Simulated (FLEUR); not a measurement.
# C (P6_3/mmc) in FLEUR: further runs, part 2 of 2

FLEUR MaX-R8.1 (later development tree). Earlier steps stand in the parts before.

### 5 Equation of state, Wu-Cohen GGA, 5.67 Å³/atom

The COD entry that gives the cell may itself be a prediction, so a difference from it is no test against experiment.

Changes to inp.xml since step 4:

```diff
@@ -24,3 +24,3 @@
       <xi:include xmlns:xi="http://www.w3.org/2001/XInclude" href="sym.xml"> </xi:include>
-      <bulkLattice scale="0.9864848297">
+      <bulkLattice scale="1.0000000000">
          <bravaisMatrix>
```

The run is started by

```
inpgen -f crystal.txt -profile fastHighL
# inp.xml edited to the form shown
fleur_MPI
```

It took 10 min on 1 thread of Arm Neoverse V1, shared host; peak memory 0.15 GiB.

The run converged. Its results:

```yaml
Free_energy: -12415.4572 eV
Band_gap_on_the_k_mesh: 4.31 eV, indirect (least direct gap 5.28 eV)
Valence_electrons_inside_the_program's_atomic_spheres: C 1.96 (radii C 1.31 bohr)
```

Caveat: an odd mesh through Γ misses points on the zone boundary, where band edges often lie.

### 6 Equation of state, Wu-Cohen GGA, 5.90 Å³/atom (volume scaled by 1.04)

Changes to inp.xml since step 5:

```diff
@@ -24,3 +24,3 @@
       <xi:include xmlns:xi="http://www.w3.org/2001/XInclude" href="sym.xml"> </xi:include>
-      <bulkLattice scale="1.0000000000">
+      <bulkLattice scale="1.0131594038">
          <bravaisMatrix>
```

Potentials or basis: all-electron, FLAPW.

The run is started by

```
inpgen -f crystal.txt -profile fastHighL
# inp.xml edited to the form shown
fleur_MPI
```

Wall time 11 min (1 thread of Arm Neoverse V1, shared host); peak memory 0.16 GiB.

The run converged. Its results:

| Property | Result |
| --- | --- |
| Free energy | -12415.2451 eV |
| Band gap on the k mesh | 4.20 eV, indirect (least direct gap 5.19 eV) |
| Valence electrons inside the program's atomic spheres | C 1.92 (radii C 1.31 bohr) |

Caveat: an odd mesh through Γ misses points on the zone boundary, where band edges often lie.

### 7 Equation of state, Wu-Cohen GGA, 6.01 Å³/atom (volume scaled by 1.06)

Changes to inp.xml since step 6:

```diff
@@ -24,3 +24,3 @@
       <xi:include xmlns:xi="http://www.w3.org/2001/XInclude" href="sym.xml"> </xi:include>
-      <bulkLattice scale="1.0131594038">
+      <bulkLattice scale="1.0196128224">
          <bravaisMatrix>
```

The run is started by

```
inpgen -f crystal.txt -profile fastHighL
# inp.xml edited to the form shown
fleur_MPI
```

Run time: 12 min. Hardware: 1 thread of Arm Neoverse V1, shared host; peak memory 0.16 GiB.

Results (log left out):

```yaml
Free_energy: -12415.0442 eV
Band_gap_on_the_k_mesh: 4.15 eV, indirect (least direct gap 5.15 eV)
Valence_electrons_inside_the_program's_atomic_spheres: C 1.91 (radii C 1.31 bohr)
```

Caveat: an odd mesh through Γ misses points on the zone boundary, where band edges often lie.

### 8 Equation of state, Wu-Cohen GGA

No new run: the results of the series are fitted here.

Results:

```
Equilibrium volume                        : 5.62 Å³/atom
Bulk modulus at fixed shape and positions : 450 GPa
Pressure derivative of the bulk modulus   : 3.7 (rough: it moves with the points fitted)
```

Energy against volume, from the lowest point:
```csv
volume (Å³/atom),energy (meV/atom)
5.332,21.30
5.445,6.99
5.672,0.00
5.899,17.67
6.012,34.42
```

Caveat: the cell was scaled at fixed shape and fractional positions, which overstates the stiffness of a crystal with free parameters, most of all of layers and chains.
